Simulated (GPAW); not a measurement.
A run of GPAW 26.7.0 is set up as follows.

run.py

```python
from ase import Atoms
from ase.dft.bandgap import bandgap
from ase.io import write
from ase.units import GPa
from gpaw import GPAW, PW

atoms = Atoms(['Cd', 'O'],
              cell=[[0.0, 2.3495, 2.3495],
                    [2.3495, 0.0, 2.3495],
                    [2.3495, 2.3495, 0.0]],
              scaled_positions=[[0.0, 0.0, 0.0],
                                [0.5, 0.5, 0.5]],
              pbc=True)

calc = GPAW(mode=PW(600),
            xc='PBE',
            kpts={'size': (8, 8, 8), 'gamma': True},
            occupations={'name': 'fermi-dirac', 'width': 0.05},
            nbands=18,
            convergence={'density': 1e-05, 'energy': 1e-05},
            maxiter=80,
            txt='gpaw.txt')
atoms.calc = calc
energy = atoms.get_potential_energy()
forces = atoms.get_forces()
stress = atoms.get_stress()
calc.write('gs.gpw')
write('result.traj', atoms)
print(f'Energy: {energy:.6f} eV')
print('Forces (eV/A):')
print(forces.round(4))
print('Stress (GPa):', (stress / GPa).round(3))
print('Fermi level:', round(calc.get_fermi_level(), 4), 'eV')
print(f'Gap: {bandgap(calc)[0]:.4f} eV, direct: {bandgap(calc, direct=True)[0]:.4f} eV')
```

Potentials or basis: GPAW PAW data sets (gpaw-data 1.2.1), pw.

Launch:

```sh
$ OMP_NUM_THREADS=1 python run.py
```

Question: Predict the pressure.

Answer: 2.1 GPa.

Question: Estimate the band gap on the k mesh.

Answer: None (metal or under the smearing width).

Caveat: the cutoff is short for stress and forces, so pressures can be off by a GPa or more; this crystal is a semiconductor, whose small gap the functional closes, so the metal is an error of the method.
